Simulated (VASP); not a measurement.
# CdTe (F-43m) in VASP: further runs

The runs below take CdTe through relaxation of cell and atoms, single point, with PBEsol-based global hybrid with 25 % exact exchange, HF, PBE0.

Program: VASP 6.6.1. These are calculated values, not measurements. Logs are shortened: lines on timing, memory, paths and dates and some standing lists are left out, and cuts for length are marked.

**What was measured.**

A printed reference work, data compilation reports, for a bulk crystal of CdTe at 0 K: band gap 1.607 eV.

The runs below are set against these values where they give the same quantity.

### 1 The cell of the first run

Symmetry: F-43m, No. 216, cubic system. The conventional cell has a = 6.410 Å, b = 6.410 Å, c = 6.410 Å, α = 90.00°, β = 90.00°, γ = 90.00°. Te (site symmetry -43m) has 4 Cd at 2.78 Å within 3.7 Å. Within 3.7 Å of Cd (site symmetry -43m) lie 4 Te at 2.78 Å.

### 2 Relaxation of cell and atoms, PBEsol-based global hybrid with 25 % exact exchange

File POSCAR:

```
CdTe
1.0
    0.0000000000      3.2050000000      3.2050000000
    3.2050000000      0.0000000000      3.2050000000
    3.2050000000      3.2050000000      0.0000000000
Te Cd
1 1
Direct
    0.7500000000      0.7500000000      0.7500000000
    0.0000000000      0.0000000000      0.0000000000
```

File INCAR.step1:

```
PREC = Accurate
ENCUT = 600
EDIFF = 1E-5
ISMEAR = -1
SIGMA = 0.05
LREAL = F
LASPH = T
NELM = 80
ALGO = Normal
LWAVE = T
LCHARG = F
GGA = PE
NBANDS = 16
```

File INCAR.step2:

```
PREC = Accurate
ENCUT = 600
EDIFF = 1E-7
ISMEAR = -1
SIGMA = 0.05
LREAL = F
LASPH = T
NELM = 80
ALGO = Normal
ISIF = 3
LWAVE = F
LCHARG = F
GGA = PS
LHFCALC = T
AEXX = 0.25
PRECFOCK = Normal
IBRION = 2
NSW = 60
EDIFFG = -0.01
ISTART = 1
```

File KPOINTS:

```
regular mesh
0
Gamma
  4 4 4
```

Potentials or basis: VASP PAW PBE potentials, release 64 (Te, Cd).

Started as:

```sh
> cat potpaw_PBE.64/Te/POTCAR potpaw_PBE.64/Cd/POTCAR > POTCAR
> cp INCAR.step1 INCAR
> mpirun -np 1 vasp_std > vasp.out
> cp INCAR.step2 INCAR
> mpirun -np 1 vasp_std > vasp.out
```

OUTCAR:

```text
PREC = Accurate
   ENCUT = 600
   EDIFF = 1E-7
   ISMEAR = -1
   LREAL = F
   LASPH = T
   NELM = 80
   ISIF = 3
   GGA = PS
   LHFCALC = T
   AEXX = 0.25
   PRECFOCK = Normal
   IBRION = 2
   NSW = 60
   EDIFFG = -0.01
   ISTART = 1

 ion  position               nearest neighbor table
   1  0.750  0.750  0.750-   2 2.78   2 2.78   2 2.78   2 2.78
   2  0.000  0.000  0.000-   1 2.78   1 2.78   1 2.78   1 2.78

  LATTYP: Found a face centered cubic cell.
 ALAT       =     6.4100000000

  Lattice vectors:

 A1 = (   0.0000000000,   3.2050000000,   3.2050000000)
 A2 = (   3.2050000000,   0.0000000000,   3.2050000000)
 A3 = (   3.2050000000,   3.2050000000,   0.0000000000)

Analysis of symmetry for initial positions (statically):
=====================================================================
 Subroutine PRICEL returns:
 Original cell was already a primitive cell.

 Routine SETGRP: Setting up the symmetry group for a
 face centered cubic supercell.

 Subroutine GETGRP returns: Found 24 space group operations
 (whereof 24 operations were pure point group operations)
 out of a pool of 48 trial point group operations.

The static configuration has the point symmetry T_d .

Analysis of symmetry for dynamics (positions and initial velocities):
=====================================================================
 Subroutine PRICEL returns:
 Original cell was already a primitive cell.

 Routine SETGRP: Setting up the symmetry group for a
 face centered cubic supercell.

 Subroutine GETGRP returns: Found 24 space group operations
 (whereof 24 operations were pure point group operations)
 out of a pool of 48 trial point group operations.

The dynamic configuration has the point symmetry T_d .

 Subroutine INISYM returns: Found 24 space group operations
 (whereof 24 operations are pure point group operations),
 and found     1 'primitive' translations

----------------------------------------------------------------------------------------

                                     Primitive cell

  volume of cell :      65.8437

  direct lattice vectors                    reciprocal lattice vectors
     0.000000000  3.205000000  3.205000000    -0.156006240  0.156006240  0.156006240
     3.205000000  0.000000000  3.205000000     0.156006240 -0.156006240  0.156006240
     3.205000000  3.205000000  0.000000000     0.156006240  0.156006240 -0.156006240
[... 67 lines left out ...]
   EDIFF  = 0.1E-06   stopping-criterion for ELM
   LREAL  =      F    real-space projection
   EDIFFG = -.1E-01   stopping-criterion for IOM
   NSW    =     60    number of steps for IOM
   IBRION =      2    ionic relax: 0-MD 1-quasi-New 2-CG
   NFREE  =      1    steps in history (QN), initial steepest desc. (CG)
   ISIF   =      3    stress and relaxation
   ISYM   =      3    0-nonsym 1-usesym 2-fastsym
   POTIM  = 0.5000    time-step for ionic-motion
   TEBEG  =    0.0;   TEEND  =   0.0 temperature during run
   PSTRESS=    0.0 pullay stress
   NELECT =      18.0000    total number of electrons
   NUPDOWN=      -1.0000    fix difference up-down
   EMIN   =  10.00;   EMAX   =-10.00  energy-range for DOS
   EFERMI =   0.00;   METHOD = LEGACY
   ISMEAR =    -1;   SIGMA  =   0.05  broadening in eV -4-tet -1-fermi 0-gaus
   EFERMI_NEDOS =   21; number of points for ismear=-14 and -15
   IALGO  =     38    algorithm
   IMIX   =      1    mixing-type and parameters
     AMIX     =   0.40;   BMIX     =  1.00
     AMIX_MAG =   1.60;   BMIX_MAG =  1.00
  volume/ion in A,a.u.               =      32.92       222.17
  Fermi-wavevector in a.u.,A,eV,Ry     =   1.062497  2.007828 15.359610  1.128899
  Thomas-Fermi vector in A             =   2.197950
   LORBIT       =      0    0 simple, 1 ext, 2 COOP (PROOUT), +10 PAW based schemes
   GGA     = PS    functional components
   LHFCALC =     T    Hartree Fock is set to
   PRECFOCK=normal    Normal, Fast or Accurate (Low or Medium for compatibility)
   ENCUT4O =  -1.0   cutoff for four orbital integrals eV
   NKREDX  =     1    reduce k-point grid by
   NKREDY  =     1    reduce k-point grid by
   NKREDZ  =     1    reduce k-point grid by
   AEXX    =    0.2500 exact exchange contribution
   HFSCREEN=    0.0000 screening length (either q_TF or 0.3 A-1)
   HFSCREENC=   0.0000 screening length for correlation (either q_TF or 0.3 A-1)
   ENCUTFOCK=  -1.0 apply spherical cutoff to Coloumb kernel
   IVDW    =     0    specifies the selected vdW correction
   LEPSILON=     F    determine dielectric tensor
   LRPA    =     F    only Hartree local field effects (RPA)
 conjugate gradient relaxation of ions
 non-spin polarized calculation
  energy-cutoff  :      600.00
  volume of cell :       65.84
 maximum number of plane-waves:      2209
  NGX = 28; NGY = 28; NGZ = 28

--------------------------------------- Ionic step        1  -------------------------------------------

 number of electron      17.9999995 magnetization

 Free energy of the ion-electron system (eV)
  ---------------------------------------------------
  ext. energy  EPLUGINS =         0.00000000
  ---------------------------------------------------
  free energy    TOTEN  =        -7.03583881 eV

  energy without entropy =       -7.03583881  energy(sigma->0) =       -7.03583881

------------------------ aborting loop because EDIFF is reached ----------------------------------------

  FORCE on cell =-STRESS in cart. coord.  units (eV):
  Direction    XX          YY          ZZ          XY          YZ          ZX
  --------------------------------------------------------------------------------------
  -------------------------------------------------------------------------------------
  Total        0.6208224      0.6208224      0.6208224      0.0000000      0.0000000      0.0000000
  in kB       15.1065012     15.1065012     15.1065012      0.0000000      0.0000000      0.0000000
  external PRESSURE =      15.1065012 kB  Pullay stress =       0.0000000 kB
[... 59 lines left out ...]
--------------------------------------- Ionic step        3  -------------------------------------------

 number of electron      17.9999996 magnetization

 Free energy of the ion-electron system (eV)
  ---------------------------------------------------
  ext. energy  EPLUGINS =         0.00000000
  ---------------------------------------------------
  free energy    TOTEN  =        -7.04543459 eV

  energy without entropy =       -7.04543459  energy(sigma->0) =       -7.04543459

 E-fermi :   2.4293     XC(G=0):  -6.9500

 val. band max:        1.3940637391   @ k =   0.0000   0.0000   0.0000
 cond. band min:       3.5279907653   @ k =   0.0000   0.0000   0.0000
 fundamental gap:      2.1339270262
 Fermi energy:         2.4292719198

 k-point     1 :       0.0000    0.0000    0.0000
  band No.  band energies     occupation
      1     -10.8545      2.00000
      2      -8.2565      2.00000
      3      -8.2565      2.00000
      4      -8.2565      2.00000
      5      -7.9880      2.00000
      6      -7.9880      2.00000
      7       1.3941      2.00000
      8       1.3941      2.00000
      9       1.3941      2.00000
     10       3.5280      0.00000
     11       7.5243      0.00000
     12       7.5243      0.00000
     13       7.5243      0.00000
[... 139 lines left out ...]
  FREE ENERGIE OF THE ION-ELECTRON SYSTEM (eV)
  ---------------------------------------------------
  free  energy   TOTEN  =        -7.0454345942 eV

  energy  without entropy=       -7.0454345941  energy(sigma->0) =       -7.04543459

 reached required accuracy - stopping structural energy minimisation
```

OUTCAR.step1:

```text
PREC = Accurate
   ENCUT = 600
   EDIFF = 1E-5
   ISMEAR = -1
   LREAL = F
[... 353 lines left out ...]
      4.80750      4.80750      4.80750        -0.000000     -0.000000     -0.000000
      0.00000      0.00000      0.00000         0.000000      0.000000      0.000000
 -----------------------------------------------------------------------------------
    total drift:                                0.000000      0.000000      0.000000

  FREE ENERGIE OF THE ION-ELECTRON SYSTEM (eV)
  ---------------------------------------------------
  free  energy   TOTEN  =        -4.6606738891 eV

  energy  without entropy=       -4.6606644906  energy(sigma->0) =       -4.66066919
```

Wall time 32 min (1 thread of Intel Xeon Platinum 8488C (Sapphire Rapids), shared host); peak memory 0.24 GiB.

What came out:

* Free energy: -7.0454 eV
* Relaxed volume: 33.97 Å³/atom
* Relaxed cell: a = 4.580 Å, b = 4.580 Å, c = 4.580 Å, α = 60.00°, β = 60.00°, γ = 60.00°
* Space group after relaxing (to 0.1 Å): F-43m (No. 216)
* Energy gained by relaxing: 4.8 meV/atom
* Ionic steps: 3
* Pressure after relaxing: 0.0 GPa
* Band gap on the k mesh: 2.13 eV

The path:
```tsv
step	energy change (eV)	largest force (eV/Å)	pressure (GPa)	volume (Å³)
1	0.0000	0.0000	1.51	65.84
2	-0.0080	0.0000	-0.57	68.85
3	-0.0096	0.0000	0.00	67.94
```

Final structure:
```
Te Cd
1.0
     0.00000    3.23866    3.23866
     3.23866    0.00000    3.23866
     3.23866    3.23866    0.00000
Te Cd
1 1
Direct
  0.75000 0.75000 0.75000
  0.00000 0.00000 0.00000
```

Levels at points of the mesh, in eV from the valence-band top:
```tsv
k point	band 6	band 7	band 8	band 9	band 10	band 11	band 12	band 13
(0.00, 0.00, 0.00)	-9.38	0.00	0.00	0.00	2.13	6.13	6.13	6.13
(0.50, 0.00, 0.00)	-8.94	-4.87	-0.85	-0.85	3.23	6.72	6.72	8.55
(0.50, 0.50, 0.00)	-8.75	-4.72	-2.06	-2.06	3.85	4.10	10.63	11.07
```

Caveat: the k points lie up to 0.42 Å⁻¹ apart in the final cell; the PAW data sets were made with another functional, which shifts forces and pressure a little; spin-orbit coupling is left out, which moves the levels of the heavy elements.

### 3 Relaxation of cell and atoms, HF

POSCAR is that of step 2.

File INCAR.step1:

```
ALGO     = Normal         # electronic algorithm
EDIFF    = 1E-5           # SCF threshold, eV
ENCUT    = 600            # plane-wave cutoff, eV
GGA      = PE             # functional
ISMEAR   = -1             # smearing method
LASPH    = T              # aspherical terms in the spheres
LCHARG   = F              # write CHGCAR
LREAL    = F              # projectors in reciprocal space
LWAVE    = T              # write WAVECAR
NBANDS   = 16             # bands
NELM     = 60             # most SCF steps
PREC     = Accurate       # precision mode
SIGMA    = 0.05           # smearing width, eV
```

File INCAR.step2:

```
AEXX     = 1.0            # exact-exchange fraction
AGGAC    = 0.0          
ALDAC    = 0.0          
ALGO     = Normal         # electronic algorithm
EDIFF    = 1E-6           # SCF threshold, eV
EDIFFG   = -0.01          # ionic threshold
ENCUT    = 600            # plane-wave cutoff, eV
GGA      = PE             # functional
IBRION   = 2              # ionic algorithm
ISIF     = 3              # what is computed and relaxed
ISMEAR   = -1             # smearing method
ISTART   = 1            
LASPH    = T              # aspherical terms in the spheres
LCHARG   = F              # write CHGCAR
LHFCALC  = T              # exact exchange
LREAL    = F              # projectors in reciprocal space
LWAVE    = F              # write WAVECAR
NELM     = 60             # most SCF steps
NSW      = 60             # ionic steps
PREC     = Accurate       # precision mode
PRECFOCK = Normal       
SIGMA    = 0.05           # smearing width, eV
```

File KPOINTS:

```
k-points
0
Gamma
  4 4 4
```

Potentials or basis: VASP PAW PBE potentials, release 64 (Te, Cd).

Started as:

```sh
> cat potpaw_PBE.64/Te/POTCAR potpaw_PBE.64/Cd/POTCAR > POTCAR
> cp INCAR.step1 INCAR
> mpirun -np 1 vasp_std > vasp.out
> cp INCAR.step2 INCAR
> mpirun -np 1 vasp_std > vasp.out
```

It took 39 min on 1 thread of Intel Xeon Platinum 8488C (Sapphire Rapids), shared host; peak memory 0.23 GiB.

The run converged. Its results:

```
Free energy                           : -12.5281 eV
Relaxed volume                        : 37.04 Å³/atom
Relaxed cell                          : a = 4.714 Å, b = 4.714 Å, c = 4.714 Å, α = 60.00°, β = 60.00°, γ = 60.00°
Space group after relaxing (to 0.1 Å) : F-43m (No. 216)
Energy gained by relaxing             : 70.7 meV/atom
Ionic steps                           : 3
Pressure after relaxing               : 0.0 GPa
Band gap on the k mesh                : 6.50 eV
```

The path:
| step | energy change (eV) | largest force (eV/Å) | pressure (GPa) | volume (Å³) |
| --- | --- | --- | --- | --- |
| 1 | 0.0000 | 0.0000 | 6.10 | 65.84 |
| 2 | -0.1121 | 0.0000 | -2.03 | 78.53 |
| 3 | -0.1414 | 0.0000 | -0.02 | 74.08 |

Final structure:
```
Te Cd
1.0
     0.00000    3.33348    3.33348
     3.33348    0.00000    3.33348
     3.33348    3.33348    0.00000
Te Cd
1 1
Direct
  0.75000 0.75000 0.75000
  0.00000 0.00000 0.00000
```

Levels at points of the mesh, in eV from the valence-band top:
| k point | band 7 | band 8 | band 9 | band 10 | band 11 | band 12 |
| --- | --- | --- | --- | --- | --- | --- |
| (0.00, 0.00, 0.00) | 0.00 | 0.00 | 0.00 | 6.50 | 11.57 | 11.57 |
| (0.50, 0.00, 0.00) | -4.96 | -0.82 | -0.82 | 8.01 | 12.03 | 12.03 |
| (0.50, 0.50, 0.00) | -4.80 | -2.02 | -2.02 | 8.59 | 9.27 | 15.82 |

Caveat: the k points lie up to 0.41 Å⁻¹ apart in the final cell; the PAW data sets were made with another functional, which shifts forces and pressure a little; spin-orbit coupling is left out, which moves the levels of the heavy elements. Zero-point motion and thermal expansion aren't in these numbers.

(Continued in part 2 of 2.)
